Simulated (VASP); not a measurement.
Write an ASE script for VASP 6.6.1 that does the following.

| Quantity | Value |
| --- | --- |
| Task | single point |
| Functional | HSE03 |
| Potentials or basis | VASP PAW PBE potentials, release 64 (F_GW, Li_GW) |
| Cutoff | 550 eV |
| k mesh | 6 × 6 × 6 |
| Occupations | fermi-dirac, width 0.1 eV |
| Spin | no spin polarisation |
| Grid for exact exchange (PRECFOCK) | Normal |
| Further INCAR settings | ALGO = Normal; EDIFF = 1.00e-06 |

The structure of LiF (Griceite) lies in LiF.cif:

```cif
data_LiF
_cell_length_a 4.02800000
_cell_length_b 4.02800000
_cell_length_c 4.02800000
_cell_angle_alpha 90.00000000
_cell_angle_beta 90.00000000
_cell_angle_gamma 90.00000000
_space_group_name_H-M_alt 'Fm-3m'
_space_group_name_Hall '-F 4 2 3'
_space_group_IT_number 225
loop_
_space_group_symop_operation_xyz
'x,y,z'
'-x,-y,-z'
'-y,x,z'
'y,-x,-z'
'-x,-y,z'
'x,y,-z'
'y,-x,z'
'-y,x,-z'
'x,-y,-z'
'-x,y,z'
'-y,-x,-z'
'y,x,z'
'-x,y,-z'
'x,-y,z'
'y,x,-z'
'-y,-x,z'
'z,x,y'
'-z,-x,-y'
'z,-y,x'
'-z,y,-x'
'z,-x,-y'
'-z,x,y'
'z,y,-x'
'-z,-y,x'
'-z,x,-y'
'z,-x,y'
'-z,-y,-x'
'z,y,x'
'-z,-x,y'
'z,x,-y'
'-z,y,x'
'z,-y,-x'
'y,z,x'
'-y,-z,-x'
'x,z,-y'
'-x,-z,y'
'-y,z,-x'
'y,-z,x'
'-x,z,y'
'x,-z,-y'
'-y,-z,x'
'y,z,-x'
'-x,-z,-y'
'x,z,y'
'y,-z,-x'
'-y,z,x'
'x,-z,y'
'-x,z,-y'
'x,y+1/2,z+1/2'
'-x,-y+1/2,-z+1/2'
'-y,x+1/2,z+1/2'
'y,-x+1/2,-z+1/2'
'-x,-y+1/2,z+1/2'
'x,y+1/2,-z+1/2'
'y,-x+1/2,z+1/2'
'-y,x+1/2,-z+1/2'
'x,-y+1/2,-z+1/2'
'-x,y+1/2,z+1/2'
'-y,-x+1/2,-z+1/2'
'y,x+1/2,z+1/2'
'-x,y+1/2,-z+1/2'
'x,-y+1/2,z+1/2'
'y,x+1/2,-z+1/2'
'-y,-x+1/2,z+1/2'
'z,x+1/2,y+1/2'
'-z,-x+1/2,-y+1/2'
'z,-y+1/2,x+1/2'
'-z,y+1/2,-x+1/2'
'z,-x+1/2,-y+1/2'
'-z,x+1/2,y+1/2'
'z,y+1/2,-x+1/2'
'-z,-y+1/2,x+1/2'
'-z,x+1/2,-y+1/2'
'z,-x+1/2,y+1/2'
'-z,-y+1/2,-x+1/2'
'z,y+1/2,x+1/2'
'-z,-x+1/2,y+1/2'
'z,x+1/2,-y+1/2'
'-z,y+1/2,x+1/2'
'z,-y+1/2,-x+1/2'
'y,z+1/2,x+1/2'
'-y,-z+1/2,-x+1/2'
'x,z+1/2,-y+1/2'
'-x,-z+1/2,y+1/2'
'-y,z+1/2,-x+1/2'
'y,-z+1/2,x+1/2'
'-x,z+1/2,y+1/2'
'x,-z+1/2,-y+1/2'
'-y,-z+1/2,x+1/2'
'y,z+1/2,-x+1/2'
'-x,-z+1/2,-y+1/2'
'x,z+1/2,y+1/2'
'y,-z+1/2,-x+1/2'
'-y,z+1/2,x+1/2'
'x,-z+1/2,y+1/2'
'-x,z+1/2,-y+1/2'
'x+1/2,y,z+1/2'
'-x+1/2,-y,-z+1/2'
'-y+1/2,x,z+1/2'
'y+1/2,-x,-z+1/2'
'-x+1/2,-y,z+1/2'
'x+1/2,y,-z+1/2'
'y+1/2,-x,z+1/2'
'-y+1/2,x,-z+1/2'
'x+1/2,-y,-z+1/2'
'-x+1/2,y,z+1/2'
'-y+1/2,-x,-z+1/2'
'y+1/2,x,z+1/2'
'-x+1/2,y,-z+1/2'
'x+1/2,-y,z+1/2'
'y+1/2,x,-z+1/2'
'-y+1/2,-x,z+1/2'
'z+1/2,x,y+1/2'
'-z+1/2,-x,-y+1/2'
'z+1/2,-y,x+1/2'
'-z+1/2,y,-x+1/2'
'z+1/2,-x,-y+1/2'
'-z+1/2,x,y+1/2'
'z+1/2,y,-x+1/2'
'-z+1/2,-y,x+1/2'
'-z+1/2,x,-y+1/2'
'z+1/2,-x,y+1/2'
'-z+1/2,-y,-x+1/2'
'z+1/2,y,x+1/2'
'-z+1/2,-x,y+1/2'
'z+1/2,x,-y+1/2'
'-z+1/2,y,x+1/2'
'z+1/2,-y,-x+1/2'
'y+1/2,z,x+1/2'
'-y+1/2,-z,-x+1/2'
'x+1/2,z,-y+1/2'
'-x+1/2,-z,y+1/2'
'-y+1/2,z,-x+1/2'
'y+1/2,-z,x+1/2'
'-x+1/2,z,y+1/2'
'x+1/2,-z,-y+1/2'
'-y+1/2,-z,x+1/2'
'y+1/2,z,-x+1/2'
'-x+1/2,-z,-y+1/2'
'x+1/2,z,y+1/2'
'y+1/2,-z,-x+1/2'
'-y+1/2,z,x+1/2'
'x+1/2,-z,y+1/2'
'-x+1/2,z,-y+1/2'
'x+1/2,y+1/2,z'
'-x+1/2,-y+1/2,-z'
'-y+1/2,x+1/2,z'
'y+1/2,-x+1/2,-z'
'-x+1/2,-y+1/2,z'
'x+1/2,y+1/2,-z'
'y+1/2,-x+1/2,z'
'-y+1/2,x+1/2,-z'
'x+1/2,-y+1/2,-z'
'-x+1/2,y+1/2,z'
'-y+1/2,-x+1/2,-z'
'y+1/2,x+1/2,z'
'-x+1/2,y+1/2,-z'
'x+1/2,-y+1/2,z'
'y+1/2,x+1/2,-z'
'-y+1/2,-x+1/2,z'
'z+1/2,x+1/2,y'
'-z+1/2,-x+1/2,-y'
'z+1/2,-y+1/2,x'
'-z+1/2,y+1/2,-x'
'z+1/2,-x+1/2,-y'
'-z+1/2,x+1/2,y'
'z+1/2,y+1/2,-x'
'-z+1/2,-y+1/2,x'
'-z+1/2,x+1/2,-y'
'z+1/2,-x+1/2,y'
'-z+1/2,-y+1/2,-x'
'z+1/2,y+1/2,x'
'-z+1/2,-x+1/2,y'
'z+1/2,x+1/2,-y'
'-z+1/2,y+1/2,x'
'z+1/2,-y+1/2,-x'
'y+1/2,z+1/2,x'
'-y+1/2,-z+1/2,-x'
'x+1/2,z+1/2,-y'
'-x+1/2,-z+1/2,y'
'-y+1/2,z+1/2,-x'
'y+1/2,-z+1/2,x'
'-x+1/2,z+1/2,y'
'x+1/2,-z+1/2,-y'
'-y+1/2,-z+1/2,x'
'y+1/2,z+1/2,-x'
'-x+1/2,-z+1/2,-y'
'x+1/2,z+1/2,y'
'y+1/2,-z+1/2,-x'
'-y+1/2,z+1/2,x'
'x+1/2,-z+1/2,y'
'-x+1/2,z+1/2,-y'
loop_
_atom_site_label
_atom_site_type_symbol
_atom_site_symmetry_multiplicity
_atom_site_Wyckoff_symbol
_atom_site_fract_x
_atom_site_fract_y
_atom_site_fract_z
_atom_site_occupancy
F1 F 4 b 0.5000000000 0.0000000000 0.0000000000 1
Li1 Li 4 a 0.0000000000 0.0000000000 0.0000000000 1
```

One way to write it, as run:

run.py

```python
from ase.calculators.vasp import Vasp
from ase.dft.bandgap import bandgap
from ase.io import read

atoms = read('LiF.cif', primitive_cell=True, subtrans_included=False)
calc = Vasp(
    directory='calc',
    xc='hse03',
    pp='PBE',
    setups={'base': 'minimal', 'F': '_GW', 'Li': '_GW'},
    prec='Accurate',
    encut=550,
    ediff=1e-06,
    ismear=-1,
    sigma=0.1,
    lreal=False,
    lasph=True,
    nelm=60,
    algo='Normal',
    isif=2,
    lwave=False,
    lcharg=False,
    precfock='Normal',
    kpts=[6, 6, 6],
    gamma=True,
)
atoms.calc = calc

print('energy (eV):', atoms.get_potential_energy())
print('free energy (eV):', atoms.get_potential_energy(force_consistent=True))
print('forces (eV/A):')
print(atoms.get_forces())
print('stress (eV/A^3, Voigt):', atoms.get_stress())
print('Fermi level (eV):', calc.get_fermi_level())
gap, top, bottom = bandgap(calc)
print('band gap (eV):', gap, 'from (spin, k, band)', top, 'to', bottom)
```

Potentials or basis: VASP PAW PBE potentials, release 64 (F_GW, Li_GW).

Run with:

```bash
$ python run.py
```

It gave:

| Property | Result |
| --- | --- |
| Band gap on the k mesh | 11.05 eV, direct |

Caveat: the k mesh is coarse (spacing up to 0.45 Å⁻¹), so the values aren't converged, least of all with exact exchange; the PAW data sets were made with another functional, which shifts forces and pressure a little.

Run time: 9.3 min on 1 thread of Intel(R) Xeon(R) Platinum 8259CL CPU @ 2.50GHz (Skylake/Cascade Lake), with other jobs on the host, peak memory 0.25 GiB.
